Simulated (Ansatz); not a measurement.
Set up this calculation in Ansatz 0.2.0, as the native input.

```yaml
Task: relaxation of cell and atoms
Functional: r2SCAN
Potentials_or_basis: Ansatz PAW
Cutoff: "500 eV (not typed: the program's choice for these potentials)"
k_mesh: 10 × 10 × 5
Occupations: fermi-dirac, width 0.05 eV
Spin: no spin polarisation
```

Crystal: Mg.

```
Mg
1.0
     3.20930    0.00000    0.00000
    -1.60465    2.77934    0.00000
     0.00000    0.00000    5.21030
Mg
2
Direct
  0.66667 0.33333 0.75000
  0.33333 0.66667 0.25000
```

The input as run:

input.yaml

```yaml
crystal:
  lattice:
    - [3.2093, 0.0, 0.0]
    - [-1.60465, 2.7793353284, 0.0]
    - [0.0, 0.0, 5.2103]
  atoms:
    - { symbol: Mg, position: [0.6666666667, 0.3333333333, 0.75] }
    - { symbol: Mg, position: [0.3333333333, 0.6666666667, 0.25] }
hamiltonian:
  xc: r2scan
  pseudopotentials: { kind: paw }
kpoints:
  mp_grid: { grid: [10, 10, 5] }
scf:
  occupations: { method: fermi_dirac, width: 0.05 }
output:
  forces: true
  stress: true
relax:
  f_tol: 0.01
  max_steps: 40
  cell: { stress_tol: 0.05 }
```

Potentials or basis: Ansatz PAW.

Launch:

```bash
$ ansatz run input.yaml --threads 2 --pin off --max-ram 5120MiB --backend cpu --events-out ev --progress --plain --runs-dir out
```

Results of the run:

| Quantity | Value |
| --- | --- |
| Relaxed volume | 22.63 Å³/atom |
| Relaxed cell | a = 3.152 Å, b = 3.152 Å, c = 5.261 Å, α = 90.00°, β = 90.00°, γ = 120.00° |
| Space group after relaxing (to 0.05 Å) | P6_3/mmc (No. 194) |
| Energy gained by relaxing | 3.5 meV/atom |
| Ionic steps | 6 |
| Pressure after relaxing | 0.0 GPa |

Caveat: the plane-wave basis is chosen anew once the cell has moved, so the energies of steps on either side of that aren't comparable; the PAW data sets come from PBE, with cores solved anew for the run's functional, which leaves a small shift of forces and pressure.

Run time: 5.7 s on 2 threads of AMD EPYC 9B14 (Zen 4), with other jobs on the host, peak memory 0.47 GiB.
